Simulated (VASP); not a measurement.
# SiC (Moissanite 3C) (F-43m) in VASP: notebook

Aim: see how the results for SiC (Moissanite 3C) move with the level of theory and the settings. Levels: PBE+D3(BJ), PBE. Tasks: relaxation of the atoms, relaxation of cell and atoms, single point.

All numbers are computed with VASP 6.6.1; they aren't measurements. Logs are shortened: lines on timing, memory, paths and dates and some standing lists are left out, and cuts for length are marked.

**The experiment to reproduce.**

“Insight into the structural, elastic and electronic properties of a new orthorhombic 6O-SiC polytype”, 2020, pmc:7200658 quotes, for a bulk crystal of SiC: band gap 2.4 eV (indirect).

The results are compared with them further down.

## 1. Starting point

It takes space group F-43m (No. 216, cubic). The conventional cell has a = 4.358 Å, b = 4.358 Å, c = 4.358 Å, α = 90.00°, β = 90.00°, γ = 90.00°. Si (site symmetry -43m) is surrounded by 4 C at 1.89 Å. C (site symmetry -43m) has 4 Si at 1.89 Å as nearest neighbours.

## 2. Relaxation of the atoms, PBE+D3(BJ) (a relaxed cell with its volume scaled by 1.06)

Contents of INCAR:

```
ALGO = Normal
EDIFF = 1E-7
EDIFFG = -0.01
ENCUT = 600
GGA = PE
IBRION = 2
ISIF = 2
ISMEAR = 0
IVDW = 12
LASPH = T
LCHARG = F
LREAL = F
LWAVE = F
NELM = 80
NSW = 40
PREC = Accurate
SIGMA = 0.03
```

Contents of KPOINTS:

```
k-points
0
Gamma
  10 10 10
```

Contents of POSCAR:

```
SiC                                     
1.0
    0.0000000000      2.2162789814      2.2162789814
    2.2162789814      0.0000000000      2.2162789814
    2.2162789814      2.2162789814      0.0000000000
  Si              C             
     1     1
Direct
     0.0000000000000000    0.0000000000000000    0.0000000000000000
     0.2500000000000000    0.2500000000000000    0.2500000000000000
```

Potentials or basis: VASP PAW PBE potentials, release 64 (Si, C).

Launch:

```console
$ cat potpaw_PBE.64/Si/POTCAR potpaw_PBE.64/C/POTCAR > POTCAR
$ mpirun -np 1 vasp_std > vasp.out
```

OUTCAR:

```text
EDIFF = 1E-7
   EDIFFG = -0.01
   ENCUT = 600
   GGA = PE
   IBRION = 2
   ISIF = 2
   ISMEAR = 0
   IVDW = 12
   LASPH = T
   LREAL = F
   NELM = 80
   NSW = 40
   PREC = Accurate
 IVDW          = 12

 ion  position               nearest neighbor table
   1  0.000  0.000  0.000-   2 1.92   2 1.92   2 1.92   2 1.92
   2  0.250  0.250  0.250-   1 1.92   1 1.92   1 1.92   1 1.92

  LATTYP: Found a face centered cubic cell.
 ALAT       =     4.4325579628

  Lattice vectors:

 A1 = (   0.0000000000,   2.2162789814,   2.2162789814)
 A2 = (   2.2162789814,   0.0000000000,   2.2162789814)
 A3 = (   2.2162789814,   2.2162789814,   0.0000000000)

Analysis of symmetry for initial positions (statically):
=====================================================================
 Subroutine PRICEL returns:
 Original cell was already a primitive cell.

 Routine SETGRP: Setting up the symmetry group for a
 face centered cubic supercell.

 Subroutine GETGRP returns: Found 24 space group operations
 (whereof 24 operations were pure point group operations)
 out of a pool of 48 trial point group operations.

The static configuration has the point symmetry T_d .

Analysis of symmetry for dynamics (positions and initial velocities):
=====================================================================
 Subroutine PRICEL returns:
 Original cell was already a primitive cell.

 Routine SETGRP: Setting up the symmetry group for a
 face centered cubic supercell.

 Subroutine GETGRP returns: Found 24 space group operations
 (whereof 24 operations were pure point group operations)
 out of a pool of 48 trial point group operations.

The dynamic configuration has the point symmetry T_d .

 Subroutine INISYM returns: Found 24 space group operations
 (whereof 24 operations are pure point group operations),
 and found     1 'primitive' translations

----------------------------------------------------------------------------------------

                                     Primitive cell

  volume of cell :      21.7722

  direct lattice vectors                    reciprocal lattice vectors
     0.000000000  2.216278981  2.216278981    -0.225603367  0.225603367  0.225603367
     2.216278981  0.000000000  2.216278981     0.225603367 -0.225603367  0.225603367
     2.216278981  2.216278981  0.000000000     0.225603367  0.225603367 -0.225603367

  length of vectors
     3.134291793  3.134291793  3.134291793     0.390756494  0.390756494  0.390756494

  position of ions in fractional coordinates (direct lattice)
     0.000000000  0.000000000  0.000000000
     0.250000000  0.250000000  0.250000000

  ion indices of the primitive-cell ions
   primitive index   ion index
                 1           1
                 2           2

----------------------------------------------------------------------------------------

 KPOINTS: k-points

Automatic generation of k-mesh.
 Grid dimensions read from file:
 generate k-points for:   10   10   10

 Generating k-lattice:

  Cartesian coordinates                     Fractional coordinates (reciprocal lattice)
    -0.022560337  0.022560337  0.022560337     0.100000000  0.000000000  0.000000000
     0.022560337 -0.022560337  0.022560337     0.000000000  0.100000000  0.000000000
     0.022560337  0.022560337 -0.022560337     0.000000000  0.000000000  0.100000000

  Length of vectors
     0.039075649  0.039075649  0.039075649

  Shift w.r.t. Gamma in fractional coordinates (k-lattice)
     0.000000000  0.000000000  0.000000000

 Subroutine IBZKPT returns following result:
 ===========================================

 Found     47 irreducible k-points:

 Following reciprocal coordinates:
            Coordinates               Weight
  0.000000  0.000000  0.000000      1.000000
  0.100000  0.000000  0.000000      8.000000
  0.200000  0.000000  0.000000      8.000000
  0.300000  0.000000  0.000000      8.000000
  0.400000  0.000000  0.000000      8.000000
  0.500000  0.000000  0.000000      4.000000
[... 16 lines left out ...]
  0.300000  0.300000  0.000000      6.000000
  0.400000  0.300000  0.000000     24.000000
 [... further k-points ...]
   k-points           NKPTS =     47   k-points in BZ     NKDIM =     47   number of bands    NBANDS=      8
   number of dos      NEDOS =    301   number of ions     NIONS =      2
   total plane-waves  NPLWV =  21952
   dimension x,y,z NGX =    28 NGY =   28 NGZ =   28
   dimension x,y,z NGXF=    56 NGYF=   56 NGZF=   56
   ions per type =               1   1
   NGX,Y,Z   is equivalent  to a cutoff of  14.85, 14.85, 14.85 a.u.
   NGXF,Y,Z  is equivalent  to a cutoff of  29.70, 29.70, 29.70 a.u.
 SYSTEM =  unknown system
   PREC   = accura    normal or accurate (medium, high low for compatibility)
   ISTART =      0    job   : 0-new  1-cont  2-samecut
   ICHARG =      2    charge: 1-file 2-atom 10-const
   ISPIN  =      1    spin polarized calculation?
   LNONCOLLINEAR =      F non collinear calculations
   LSORBIT =      F    spin-orbit coupling
   LASPH  =      T    aspherical Exc in radial PAW
   ENCUT  =  600.0 eV  44.10 Ry    6.64 a.u.   6.26  6.26  6.26*2*pi/ulx,y,z
   NELM   =     80;   NELMIN=  2; NELMDL= -5     # of ELM steps
   EDIFF  = 0.1E-06   stopping-criterion for ELM
   LREAL  =      F    real-space projection
   EDIFFG = -.1E-01   stopping-criterion for IOM
   NSW    =     40    number of steps for IOM
   IBRION =      2    ionic relax: 0-MD 1-quasi-New 2-CG
   NFREE  =      1    steps in history (QN), initial steepest desc. (CG)
   ISIF   =      2    stress and relaxation
   ISYM   =      2    0-nonsym 1-usesym 2-fastsym
   POTIM  = 0.5000    time-step for ionic-motion
   TEBEG  =    0.0;   TEEND  =   0.0 temperature during run
   PSTRESS=    0.0 pullay stress
   NELECT =       8.0000    total number of electrons
   NUPDOWN=      -1.0000    fix difference up-down
   EMIN   =  10.00;   EMAX   =-10.00  energy-range for DOS
   EFERMI =   0.00;   METHOD = LEGACY
   ISMEAR =     0;   SIGMA  =   0.03  broadening in eV -4-tet -1-fermi 0-gaus
   EFERMI_NEDOS =   21; number of points for ismear=-14 and -15
   IALGO  =     38    algorithm
   IMIX   =      4    mixing-type and parameters
     AMIX     =   0.40;   BMIX     =  1.00
     AMIX_MAG =   1.60;   BMIX_MAG =  1.00
  volume/ion in A,a.u.               =      10.89        73.46
  Fermi-wavevector in a.u.,A,eV,Ry     =   1.172565  2.215827 18.706780  1.374910
  Thomas-Fermi vector in A             =   2.308992
   LORBIT       =      0    0 simple, 1 ext, 2 COOP (PROOUT), +10 PAW based schemes
   GGA     = PE    functional components
   LHFCALC =     F    Hartree Fock is set to
   AEXX    =    0.0000 exact exchange contribution
   IVDW    =    12    specifies the selected vdW correction
   LEPSILON=     F    determine dielectric tensor
   LRPA    =     F    only Hartree local field effects (RPA)
 conjugate gradient relaxation of ions
 non-spin polarized calculation
 Gauss-broadening in eV      SIGMA  =   0.03
  energy-cutoff  :      600.00
  volume of cell :       21.77
 maximum number of plane-waves:       745
 NGX is ok and might be reduce to    28
   NGX = 13   NGY = 13   NGZ = 13

 number of electron       8.0000000 magnetization

 Free energy of the ion-electron system (eV)
  ---------------------------------------------------
  ext. energy  EPLUGINS =         0.00000000
  ---------------------------------------------------
  free energy    TOTEN  =       -15.04447014 eV

  energy without entropy =      -15.04447014  energy(sigma->0) =      -15.04447014

 E-fermi :   7.7093     XC(G=0): -11.1351

 val. band max:        7.5452797146   @ k =   0.0000   0.0000   0.0000
 cond. band min:       8.9479781193   @ k =   0.5000   0.5000   0.0000
 fundamental gap:      1.4026984046
 Fermi energy:         7.7092544723

 k-point     1 :       0.0000    0.0000    0.0000
  band No.  band energies     occupation
      1      -7.4640      2.00000
      2       7.5453      2.00000
      3       7.5453      2.00000
      4       7.5453      2.00000
      5      13.1850      0.00000
      6      14.5086      0.00000
      7      14.5086      0.00000
      8      14.5086      0.00000

 k-point     2 :       0.1000    0.0000    0.0000
  band No.  band energies     occupation
      1      -7.2765      2.00000
      2       6.5418      2.00000
      3       7.4130      2.00000
      4       7.4130      2.00000
      5      13.5137      0.00000
      6      14.7236      0.00000
      7      14.7446      0.00000
      8      14.7446      0.00000

 k-point     3 :       0.2000    0.0000    0.0000
  band No.  band energies     occupation
      1      -6.7228      2.00000
      2       4.4696      2.00000
      3       7.1098      2.00000
      4       7.1098      2.00000
      5      13.2967      0.00000
      6      15.1134      0.00000
      7      15.1134      0.00000
      8      15.8642      0.00000

 k-point     4 :       0.3000    0.0000    0.0000
  band No.  band energies     occupation
      1      -5.8396      2.00000
      2       2.2321      2.00000
      3       6.7975      2.00000
      4       6.7975      2.00000
      5      12.8929      0.00000
      6      15.0403      0.00000
      7      15.0403      0.00000
      8      16.8961      0.00000

 k-point     5 :       0.4000    0.0000    0.0000
  band No.  band energies     occupation
      1      -4.7570      2.00000
      2       0.2640      2.00000
      3       6.5814      2.00000
      4       6.5814      2.00000
      5      12.6181      0.00000
      6      14.7182      0.00000
      7      14.7182      0.00000
      8      17.2767      0.00000
[... 177 lines left out ...]
 k-point    22 :      -0.2000    0.2000    0.0000
  band No.  band energies     occupation
      1      -5.5424      2.00000
      2       2.8208      2.00000
      3       4.4266      2.00000
      4       6.8988      2.00000
      5      13.8394      0.00000
      6      15.1263      0.00000
      7      15.5947      0.00000
      8      16.2951      0.00000

 k-point    23 :       0.3000    0.3000    0.0000
  band No.  band energies     occupation
      1      -5.2853      2.00000
      2       3.1995      2.00000
      3       5.2555      2.00000
      4       5.2555      2.00000
      5      10.6314      0.00000
      6      12.9624      0.00000
      7      18.5877      0.00000
      8      18.5877      0.00000

 k-point    24 :       0.4000    0.3000    0.0000
  band No.  band energies     occupation
      1      -4.4563      2.00000
      2       2.0201      2.00000
      3       4.4960      2.00000
      4       5.0007      2.00000
      5      10.3755      0.00000
      6      12.9602      0.00000
      7      18.6312      0.00000
      8      19.0002      0.00000

 [... further k-points ...]

------------------------ aborting loop because EDIFF is reached ----------------------------------------

 Edisp (eV)   -0.57236

 E8    (eV) :    -0.2152

  FORCE on cell =-STRESS in cart. coord.  units (eV):
  Direction    XX          YY          ZZ          XY          YZ          ZX
  --------------------------------------------------------------------------------------
  -------------------------------------------------------------------------------------
  Total      -1.56145    -1.56145    -1.56145     0.00000     0.00000    -0.00000
  in kB    -114.90395  -114.90395  -114.90395     0.00000     0.00000    -0.00000
  external pressure =     -114.90 kB  Pullay stress =        0.00 kB

 VOLUME and BASIS-vectors are now :
 -----------------------------------------------------------------------------
  energy-cutoff  :      600.00
  volume of cell :       21.77
      direct lattice vectors                 reciprocal lattice vectors
     0.000000000  2.216278981  2.216278981    -0.225603367  0.225603367  0.225603367
     2.216278981  0.000000000  2.216278981     0.225603367 -0.225603367  0.225603367
     2.216278981  2.216278981  0.000000000     0.225603367  0.225603367 -0.225603367

 POSITION                                       TOTAL-FORCE (eV/Angst)
 -----------------------------------------------------------------------------------
      0.00000      0.00000      0.00000         0.000000     -0.000000      0.000000
      1.10814      1.10814      1.10814        -0.000000      0.000000     -0.000000
 -----------------------------------------------------------------------------------
    total drift:                               -0.000000     -0.000000     -0.000000

  FREE ENERGIE OF THE ION-ELECTRON SYSTEM (eV)
  ---------------------------------------------------
  free  energy   TOTEN  =       -15.6168253667 eV

  energy  without entropy=      -15.6168253667  energy(sigma->0) =      -15.61682537

 reached required accuracy - stopping structural energy minimisation
```

It took 12 s on 1 thread of Intel Xeon Platinum 8488C (Sapphire Rapids), shared host; peak memory 0.15 GiB.

What came out:

| Property | Result |
| --- | --- |
| Free energy | -15.6168 eV |
| Pressure after relaxing | -11.5 GPa |
| Band gap on the k mesh | 1.40 eV, indirect (least direct gap 4.49 eV) |
| Dispersion energy per atom | -0.286 eV |

Final structure:
```
Si C
1.0
     0.00000    2.21628    2.21628
     2.21628    0.00000    2.21628
     2.21628    2.21628    0.00000
Si C
1 1
Direct
  0.00000 0.00000 0.00000
  0.25000 0.25000 0.25000
```

Caveat: the relaxation stopped at its first step, so nothing moved.

## 3. Relaxation of cell and atoms, PBE

Contents of INCAR:

```
SYSTEM = SiC
PREC = Accurate
ENCUT = 600
EDIFF = 1E-6
ISMEAR = 0
SIGMA = 0.03
LREAL = .False.
LASPH = .True.
NELM = 80
ALGO = Normal
ISIF = 3
LWAVE = .False.
LCHARG = .False.
GGA = PE
IBRION = 2
NSW = 90
EDIFFG = -0.01
```

Contents of KPOINTS:

```
regular mesh
0
Gamma
  10 10 10
  0 0 0
```

Contents of POSCAR:

```
SiC
1.0
    0.0000000000      2.1790000000      2.1790000000
    2.1790000000      0.0000000000      2.1790000000
    2.1790000000      2.1790000000      0.0000000000
Si C
1 1
Direct
    0.0000000000      0.0000000000      0.0000000000
    0.2500000000      0.2500000000      0.2500000000
```

Potentials or basis: VASP PAW PBE potentials, release 64 (Si, C).

Launch:

```console
$ cat potpaw_PBE.64/Si/POTCAR potpaw_PBE.64/C/POTCAR > POTCAR
$ mpirun -np 1 vasp_std > vasp.out
```

Wall time 25 s (1 thread of AMD EPYC 7R13 (Zen 3), shared host); peak memory 0.12 GiB.

Results (log left out):

| Item | Value |
| --- | --- |
| Free energy | -15.0619 eV |
| Relaxed volume | 10.49 Å³/atom |
| Relaxed cell | a = 3.096 Å, b = 3.096 Å, c = 3.096 Å, α = 60.00°, β = 60.00°, γ = 60.00° |
| Space group after relaxing (to 0.05 Å) | F-43m (No. 216) |
| Energy gained by relaxing | 1.4 meV/atom |
| Ionic steps | 3 |
| Pressure after relaxing | 0.0 GPa |
| Band gap on the k mesh | 1.37 eV, indirect (least direct gap 4.53 eV) |

Step by step:
| step | energy change (eV) | largest force (eV/Å) | pressure (GPa) | volume (Å³) |
| --- | --- | --- | --- | --- |
| 1 | 0.0000 | 0.0000 | 3.08 | 20.69 |
| 2 | 0.0002 | 0.0000 | -3.00 | 21.29 |
| 3 | -0.0028 | 0.0000 | 0.01 | 20.99 |

Final structure:
```cif
data_structure
_symmetry_space_group_name_H-M 'P 1'
_symmetry_Int_Tables_number 1
_cell_length_a 3.0961
_cell_length_b 3.0961
_cell_length_c 3.0961
_cell_angle_alpha 60.000
_cell_angle_beta 60.000
_cell_angle_gamma 60.000
_cell_volume 20.99
loop_
_atom_site_label
_atom_site_type_symbol
_atom_site_fract_x
_atom_site_fract_y
_atom_site_fract_z
_atom_site_occupancy
Si1 Si 0.00000 0.00000 0.00000 1
C1 C 0.25000 0.25000 0.25000 1
```

Levels at points of the mesh, in eV from the valence-band top:
| k point | band 1 | band 2 | band 3 | band 4 | band 5 | band 6 | band 7 | band 8 |
| --- | --- | --- | --- | --- | --- | --- | --- | --- |
| (0.00, 0.00, 0.00) | -15.29 | 0.00 | 0.00 | 0.00 | 6.07 | 7.21 | 7.21 | 7.21 |
| (0.50, 0.00, 0.00) | -11.78 | -8.46 | -1.05 | -1.05 | 5.31 | 7.17 | 7.17 | 9.98 |
| (0.50, 0.50, 0.00) | -10.34 | -7.75 | -3.16 | -3.16 | 1.37 | 4.27 | 13.87 | 13.87 |

A k mesh can miss the band edges. PBE usually gives volumes a little too large and moduli too small.

## 4. Relaxation of cell and atoms, PBE

This run uses another cell than the first one, of 10.49 Å³/atom, 1.014 times its volume.

Changes to INCAR since step 3:

```diff
@@ -3,3 +3,3 @@
 ENCUT = 600
-EDIFF = 1E-6
+EDIFF = 1E-7
 ISMEAR = 0
@@ -16,2 +16,2 @@
 NSW = 90
-EDIFFG = -0.01
+EDIFFG = -0.005
```

KPOINTS is that of step 3.

Contents of POSCAR:

```
SiC                                     
1.0
   -0.0000000000      2.1892433624      2.1892433624
    2.1892433624      0.0000000000      2.1892433624
    2.1892433624      2.1892433624      0.0000000000
  Si              C             
     1     1
Direct
     0.0000000000000000    0.0000000000000000    0.0000000000000000
     0.2500000000000000    0.2500000000000000    0.2500000000000000
```

Launch:

```console
$ cat potpaw_PBE.64/Si/POTCAR potpaw_PBE.64/C/POTCAR > POTCAR
$ mpirun -np 1 vasp_std > vasp.out
```

Wall time 12 s (1 thread of AMD EPYC 7R13 (Zen 3), shared host); peak memory 0.12 GiB.

The run converged. Its results:

- Free energy: -15.0622 eV
- Pressure after relaxing: 0.0 GPa
- Band gap on the k mesh: 1.37 eV, indirect (least direct gap 4.53 eV)

Final structure:
```
Si C
1.0
     0.00000    2.18924    2.18924
     2.18924    0.00000    2.18924
     2.18924    2.18924    0.00000
Si C
1 1
Direct
  0.00000 0.00000 0.00000
  0.25000 0.25000 0.25000
```

Levels at points of the mesh, in eV from the valence-band top:
| k point | band 1 | band 2 | band 3 | band 4 | band 5 | band 6 | band 7 | band 8 |
| --- | --- | --- | --- | --- | --- | --- | --- | --- |
| (0.00, 0.00, 0.00) | -15.29 | 0.00 | 0.00 | 0.00 | 6.07 | 7.21 | 7.21 | 7.21 |
| (0.50, 0.00, 0.00) | -11.78 | -8.46 | -1.05 | -1.05 | 5.31 | 7.17 | 7.17 | 9.98 |
| (0.50, 0.50, 0.00) | -10.34 | -7.75 | -3.16 | -3.16 | 1.37 | 4.27 | 13.87 | 13.87 |

Caveat: the relaxation stopped at its first step, so nothing moved. Expect the measured gap to be larger: semilocal functionals such as PBE lack the derivative discontinuity.

[end of part 1 of 2]
